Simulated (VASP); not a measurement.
Write the native input for VASP 6.6.1 that does the following.

```
Task                   : Born charges and dielectric tensor
Functional             : LDA
Potentials or basis    : VASP PAW LDA potentials, release 64 (Ca_sv, O)
Cutoff                 : 600 eV
k mesh                 : 4 × 4 × 4
Occupations            : gaussian, width 0.02 eV
Spin                   : no spin polarisation
Further INCAR settings : ALGO = Normal; EDIFF = 1e-08; IBRION = 8; NSW = 1
```

The structure of CaO lies in POSCAR:

```
CaO
1.0
    0.0000000000      2.3586200000      2.3586200000
    2.3586200000      0.0000000000      2.3586200000
    2.3586200000      2.3586200000      0.0000000000
Ca O
1 1
Direct
    0.0000000000      0.0000000000      0.0000000000
    0.5000000000      0.5000000000      0.5000000000
```

These files were run (other wordings do the same):

INCAR

```
SYSTEM = CaO
ALGO = Normal
EDIFF = 1E-8
ENCUT = 600
GGA = CA
IBRION = 8
ISIF = 2
ISMEAR = 0
LASPH = .TRUE.
LCHARG = .FALSE.
LEPSILON = .TRUE.
LREAL = .FALSE.
LWAVE = .FALSE.
NELM = 100
NSW = 1
PREC = Accurate
SIGMA = 0.02
```

KPOINTS

```
k-points
0
G
  4 4 4
  0 0 0
```

Potentials or basis: VASP PAW LDA potentials, release 64 (Ca_sv, O).

Command:

```bash
$ cat potpaw_LDA.64/Ca_sv/POTCAR potpaw_LDA.64/O/POTCAR > POTCAR
$ mpirun -np 1 vasp_std > vasp.out
```

It gave:

```yaml
Band_gap_on_the_k_mesh: 3.42 eV, indirect (least direct gap 3.78 eV)
Electronic_dielectric_tensor_diagonal: 4.06
Born_charges_mean_of_the_diagonal: Ca +2.44; O -2.44 e
Highest_phonon_frequency_at_Γ_LO-TO_splitting_left_out: 288 cm⁻¹
```

Caveat: the k mesh is coarse (spacing up to 0.58 Å⁻¹), so the values aren't converged.

Run time: 50 s on 1 thread of Intel(R) Xeon(R) 6975P-C (Granite Rapids), on a shared host, peak memory 0.17 GiB.
